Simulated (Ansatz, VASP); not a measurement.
## AgCl: VASP beside Ansatz

INCAR

```
PREC = Accurate
ENCUT = 520
EDIFF = 1E-6
ISMEAR = -1
SIGMA = 0.01
LREAL = F
LASPH = T
NELM = 100
ALGO = Normal
ISIF = 2
LWAVE = F
LCHARG = T
GGA = PS
LELF = T
LVHAR = T
NBANDS = 16
```

Contents of KPOINTS:

```
regular mesh
0
Gamma
  9 9 9
```

POSCAR

```
AgCl
1.0
    0.0000000000      2.7165392174      2.7165392174
    2.7165392174      0.0000000000      2.7165392174
    2.7165392174      2.7165392174      0.0000000000
Ag Cl
1 1
Direct
    0.5000000000      0.5000000000      0.5000000000
    0.0000000000      0.0000000000      0.0000000000
```

Input for Ansatz:

```yaml
crystal:
  lattice:
    - [0.0, 2.7165392174, 2.7165392174]
    - [2.7165392174, 0.0, 2.7165392174]
    - [2.7165392174, 2.7165392174, 0.0]
  atoms:
    - { symbol: Ag, position: [0.5, 0.5, 0.5] }
    - { symbol: Cl, position: [0.0, 0.0, 0.0] }
kpoints:
  mp_grid: { grid: [9, 9, 9] }
  band_path:
    path:
      - [0.0, 0.0, 0.0]
      - [0.5, 0.0, 0.5]
      - [0.625, 0.25, 0.625]
      - [0.375, 0.375, 0.75]
      - [0.0, 0.0, 0.0]
      - [0.5, 0.5, 0.5]
      - [0.5, 0.25, 0.75]
      - [0.5, 0.0, 0.5]
    npoints: 5
scf:
  occupations: { method: fermi_dirac, width: 0.01 }
hamiltonian:
  xc: pbesol
  pseudopotentials: { kind: all_electron, lapw: { basis_error: 0.0005 } }
output:
  forces: true
  stress: true
  eigenvalues: true
```

Change from the starting cell: volume scaled by 0.94.

Alike in both runs: task single point; functional PBEsol; k mesh 9 × 9 × 9; occupations fermi-dirac, width 0.01 eV; no spin polarisation.

|  | VASP | Ansatz |
| --- | --- | --- |
| version | VASP 6.6.1 | Ansatz 0.2.0 |
| potentials or method | VASP PAW PBE potentials, release 64 (Ag, Cl) | all-electron LAPW, scalar-relativistic |
| plane-wave cutoff (eV) | 520 | see its input |

|  | VASP | Ansatz | Ansatz less VASP |
| --- | --- | --- | --- |
| gap on the k mesh at the Fermi level (eV) | 0.77 | 0.78 | +0.005 |
| pressure (GPa) | 0.4 | 0.5 | +0.11 |

Ansatz ran all-electron here, so the differences hold the error of VASP's frozen core and of both bases.

Caveats: the PAW data sets were made with another functional, which shifts forces and pressure a little (VASP); an odd mesh through Γ misses points on the zone boundary, where band edges often lie.
